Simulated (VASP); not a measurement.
A run of VASP 6.6.1 is set up as follows.

File POSCAR:

```
SiC                                     
1.0
    3.0865822896      0.0000000000      0.0000000000
    0.0000000000      5.0002633091      0.0000000000
    0.0000000000      0.0000000000      5.3635223709
  Si              C             
     4     4
Direct
     0.0000000000000000    0.9997441139881799    0.3334420566276466
     0.5000000000000000    0.9997441139881799    0.8334420566276467
     0.5000000000000000    0.4997441139881799    0.1665579433723534
     0.0000000000000000    0.4997441139881799    0.6665579433723533
     0.0000000000000000    0.6222558860118200    0.3335186899063102
     0.5000000000000000    0.6222558860118200    0.8335186899063104
     0.5000000000000000    0.1222558860118200    0.1664813100936898
     0.0000000000000000    0.1222558860118200    0.6664813100936896
```

Contents of INCAR.step1:

```
SYSTEM = SiC
  PREC = Accurate
  ENCUT = 520
  EDIFF = 1E-6
  ISMEAR = 0
  SIGMA = 0.02
  LREAL = .FALSE.
  LASPH = .TRUE.
  NELM = 100
  ALGO = Normal
  ISIF = 2
  LWAVE = .FALSE.
  LCHARG = .TRUE.
  GGA = PE
  KPAR = 8
```

KPOINTS.step1

```
Automatic mesh
0
G
  8 5 5
  0 0 0
```

File INCAR.step2:

```
SYSTEM = SiC
  PREC = Accurate
  ENCUT = 520
  EDIFF = 1E-6
  ISMEAR = 0
  SIGMA = 0.05
  LREAL = .FALSE.
  LASPH = .TRUE.
  NELM = 100
  ALGO = Normal
  ISIF = 2
  LWAVE = .FALSE.
  LCHARG = .FALSE.
  GGA = PE
  ICHARG = 11
  KPAR = 8
```

KPOINTS.step2

```
path GXSYGZURTZ,YT,UX,SR
20
line-mode
reciprocal
 0.0000000000  0.0000000000  0.0000000000  G
 0.5000000000  0.0000000000  0.0000000000  X

 0.5000000000  0.0000000000  0.0000000000  X
 0.5000000000  0.5000000000  0.0000000000  S

 0.5000000000  0.5000000000  0.0000000000  S
 0.0000000000  0.5000000000  0.0000000000  Y

 0.0000000000  0.5000000000  0.0000000000  Y
 0.0000000000  0.0000000000  0.0000000000  G

 0.0000000000  0.0000000000  0.0000000000  G
 0.0000000000  0.0000000000  0.5000000000  Z

 0.0000000000  0.0000000000  0.5000000000  Z
 0.5000000000  0.0000000000  0.5000000000  U

 0.5000000000  0.0000000000  0.5000000000  U
 0.5000000000  0.5000000000  0.5000000000  R

 0.5000000000  0.5000000000  0.5000000000  R
 0.0000000000  0.5000000000  0.5000000000  T

 0.0000000000  0.5000000000  0.5000000000  T
 0.0000000000  0.0000000000  0.5000000000  Z

 0.0000000000  0.5000000000  0.0000000000  Y
 0.0000000000  0.5000000000  0.5000000000  T

 0.5000000000  0.0000000000  0.5000000000  U
 0.5000000000  0.0000000000  0.0000000000  X

 0.5000000000  0.5000000000  0.0000000000  S
 0.5000000000  0.5000000000  0.5000000000  R
```

Potentials or basis: VASP PAW PBE potentials, release 64 (Si, C).

The run is started by

```console
$ cat potpaw_PBE.64/Si/POTCAR potpaw_PBE.64/C/POTCAR > POTCAR
$ cp INCAR.step1 INCAR
$ cp KPOINTS.step1 KPOINTS
$ mpirun -np 8 vasp_std > vasp.out
$ cp INCAR.step2 INCAR
$ cp KPOINTS.step2 KPOINTS
$ mpirun -np 8 vasp_std > vasp.out
```

**Question.** Estimate the band gap along the path.

**Answer.** 2.36 eV.

**Question.** Estimate the band gap on the k mesh.

**Answer.** 2.42 eV.

Levels at the corners of the path, in eV from the valence-band top:
| point | band 13 | band 14 | band 15 | band 16 | band 17 | band 18 | band 19 | band 20 |
| --- | --- | --- | --- | --- | --- | --- | --- | --- |
| Γ | -1.16 | -0.04 | -0.01 | 0.00 | 2.71 | 4.36 | 4.57 | 6.42 |
| X | -2.88 | -2.88 | -2.66 | -2.66 | 3.22 | 3.22 | 6.72 | 6.72 |
| X | -2.88 | -2.88 | -2.66 | -2.66 | 3.22 | 3.22 | 6.72 | 6.72 |
| S | -1.94 | -1.94 | -1.94 | -1.94 | 4.94 | 4.94 | 4.94 | 4.94 |
| S | -1.94 | -1.94 | -1.94 | -1.94 | 4.94 | 4.94 | 4.94 | 4.94 |
| Y | -0.80 | -0.80 | -0.76 | -0.76 | 3.35 | 3.35 | 5.32 | 5.32 |
| Y | -0.80 | -0.80 | -0.76 | -0.76 | 3.35 | 3.35 | 5.32 | 5.32 |
| Γ | -1.16 | -0.04 | -0.01 | 0.00 | 2.71 | 4.36 | 4.57 | 6.39 |
| Γ | -1.16 | -0.04 | -0.01 | 0.00 | 2.71 | 4.36 | 4.57 | 6.39 |
| Z | -0.98 | -0.98 | -0.59 | -0.59 | 3.98 | 3.98 | 5.91 | 5.91 |
| Z | -0.98 | -0.98 | -0.59 | -0.59 | 3.98 | 3.98 | 5.91 | 5.91 |
| U | -3.26 | -3.26 | -1.20 | -1.20 | 2.65 | 2.65 | 4.33 | 4.33 |
| U | -3.26 | -3.26 | -1.20 | -1.20 | 2.65 | 2.65 | 4.33 | 4.33 |
| R | -2.23 | -2.23 | -2.23 | -2.23 | 3.32 | 3.32 | 3.32 | 3.32 |
| R | -2.23 | -2.23 | -2.23 | -2.23 | 3.32 | 3.32 | 3.32 | 3.32 |
| T | -1.74 | -1.74 | -1.74 | -1.74 | 4.48 | 4.48 | 4.48 | 4.48 |
| T | -1.74 | -1.74 | -1.74 | -1.74 | 4.48 | 4.48 | 4.48 | 4.48 |
| Z | -0.98 | -0.98 | -0.59 | -0.59 | 3.98 | 3.98 | 5.91 | 5.91 |
| Y | -0.80 | -0.80 | -0.76 | -0.76 | 3.35 | 3.35 | 5.32 | 5.32 |
| T | -1.74 | -1.74 | -1.74 | -1.74 | 4.48 | 4.48 | 4.48 | 4.48 |
| U | -3.26 | -3.26 | -1.20 | -1.20 | 2.65 | 2.65 | 4.33 | 4.33 |
| X | -2.88 | -2.88 | -2.66 | -2.66 | 3.22 | 3.22 | 6.72 | 6.72 |
| S | -1.94 | -1.94 | -1.94 | -1.94 | 4.94 | 4.94 | 4.94 | 4.94 |
| R | -2.23 | -2.23 | -2.23 | -2.23 | 3.32 | 3.32 | 3.32 | 3.32 |

Caveat: the log is that of the step along the path at fixed density, whose energy, stress, charges and moments have no meaning.
